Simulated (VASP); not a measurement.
## Results of a VASP single-point calculation on Ge (strained diamond)

POSCAR

```
Ge
 1.0000000000000000
     0.0000000000000000    2.8368735118999999    2.8368735118999999
     2.9043911014999999    0.0000000000000000    2.8368735118999999
     2.9043911014999999    2.8368735118999999    0.0000000000000000
 Ge
   2
Cartesian
  0.0000000000000000  0.0000000000000000  0.0000000000000000
  1.4521955507499997  1.4184367559499995  1.4184367559499997
```

```
gap between bands v and c : 0.03 eV
least direct gap          : 0.03 eV
```

Band v is the last that the valence electrons fill when counted band by band, and c is the next. Levels in eV from the top of v:

```csv
point,v−1,v,c,c+1
Γ,0.00,0.00,0.03,2.60
X,-3.23,-3.23,0.88,0.88
K,-4.39,-2.79,1.28,4.18
L,-1.61,-1.39,0.26,3.86
W,-3.97,-3.97,4.28,4.28
```

Task: Which of these levels of theory gave these results?
A. HSE06
B. PBE with spin–orbit coupling
C. r²SCAN
D. LDA
E. PBE0
F. PBEsol
G. PBE

Result: C.

The INCAR was:

```
IBRION = -1
NELM = 120
METAGGA = R2SCAN
ENCUT = 520
ALGO = Normal
SIGMA = 0.02
PREC = Accurate
NSW = 0
ISMEAR = -1
EDIFF = 1E-7
LCHARG = .FALSE.
LREAL = .FALSE.
NBANDS = 21
LWAVE = .FALSE.
ISIF = 2
LASPH = .TRUE.
```
